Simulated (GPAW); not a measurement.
Crystal: CsSnI3.

```
Cs I Sn
1.0
     6.20570    0.00000    0.00000
     0.00000    6.20570    0.00000
     0.00000    0.00000    6.20570
Cs I Sn
1 3 1
Direct
  0.00000 0.00000 0.00000
  0.50000 0.50000 0.00000
  0.50000 0.00000 0.50000
  0.00000 0.50000 0.50000
  0.50000 0.50000 0.50000
```

| Quantity | Value |
| --- | --- |
| Program | GPAW 26.7.0 |
| Task | relaxation of cell and atoms |
| Functional | PBEsol |
| Potentials or basis | PAW data sets generated in the run's folder for this functional |
| Cutoff | 600 eV |
| Basis | pw |
| k mesh | 5 × 5 × 5 |
| Occupations | fermi-dirac, width 0.05 eV |
| Spin | no spin polarisation |

At the start: pressure -0.7 GPa; volume 47.80 Å³/atom.

Task: How do energy, volume and symmetry change on relaxing?

Result: Over 3 steps the energy falls by 4.4 meV/atom and the volume is 45.72 Å³/atom (-4.4 %); space group Pm-3m (No. 221, to 0.05 Å).

Step by step:
| step | energy change (eV) | largest force (eV/Å) | pressure (GPa) | volume (Å³) |
| --- | --- | --- | --- | --- |
| 1 | 0.0000 | 0.0000 | -0.69 | 238.99 |
| 2 | -0.0018 | 0.0000 | -0.67 | 238.56 |
| 3 | -0.0219 | 0.0000 | 0.04 | 228.58 |

Final structure:
```
Cs I Sn
1.0
     6.11433    0.00000    0.00000
     0.00000    6.11433    0.00000
     0.00000    0.00000    6.11433
Cs I Sn
1 3 1
Direct
  0.00000 0.00000 0.00000
  0.50000 0.50000 0.00000
  0.50000 0.00000 0.50000
  0.00000 0.50000 0.50000
  0.50000 0.50000 0.50000
```

Caveat: later steps reuse the first step's grids.
